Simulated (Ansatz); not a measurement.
Method: DFT PBE, scalar-relativistic, plane waves, PAW in Ansatz. Settings: cutoff 420 eV, Γ-centred meshes spaced at most about 0.3 Å⁻¹, and about 0.25 Å⁻¹ or finer for metals (2π included), Gaussian smearing. No spin polarisation.

Each guess is relaxed in cell and atoms at zero pressure, on a coarse mesh first where it starts far from rest and then on a converged one. The steps can't lower the symmetry of the start, but it can rise. Energies are static (0 K, no zero-point motion).

Two unrelaxed guesses for Ta₄N:

A.

```
CELL_PARAMETERS angstrom
4.23031 0.00000 0.00000
0.00000 4.23031 0.00000
0.00000 0.00000 4.23031
ATOMIC_POSITIONS crystal
Ta 0.50000 0.00000 0.00000
Ta 0.00000 0.50000 0.00000
Ta 0.00000 0.00000 0.50000
Ta 0.50000 0.50000 0.50000
N 0.00000 0.00000 0.00000
```

B.

```
CELL_PARAMETERS angstrom
-2.70285 2.70285 2.70285
2.70285 -2.70285 2.70285
2.70285 2.70285 -2.70285
ATOMIC_POSITIONS crystal
Ta 0.00000 0.00000 0.50000
Ta 0.00000 0.50000 0.00000
Ta 0.50000 0.00000 0.00000
Ta 0.50000 0.50000 0.50000
N 0.00000 0.00000 0.00000
```

Question: Do they relax into the same structure? If not, which is lower?

Answer: No. A ends lower, by 1.00 eV/atom. A: Pm-3m at 15.1 Å³/atom → Pm-3m at 15.8 Å³/atom; B: Im-3m at 15.8 Å³/atom → Im-3m at 16.6 Å³/atom. Counting Ta atoms around N (those within 1.25 times the shortest such distance or 1.15 times the sum of covalent radii), the end of A has N 6 and the end of B has N 8. End of A. Conventional cell: a = 4.291 Å. Ta on a site of symmetry 4/mmm has 2 N at 2.15 Å and 12 Ta at 3.03 Å; Ta on a site of symmetry m-3m has 12 Ta at 3.03 Å; N is surrounded by 6 Ta at 2.15 Å. End of B. Conventional cell: a = 5.493 Å. Ta is surrounded by 2 N at 2.38 Å and 6 Ta at 2.75 Å; N has 8 Ta at 2.38 Å.

Ends held by symmetry can be saddle points. These runs have no spin–orbit coupling, which can matter for Ta. A magnetic state wasn't ruled out in cells without spin, among them Pm-3m, Im-3m.
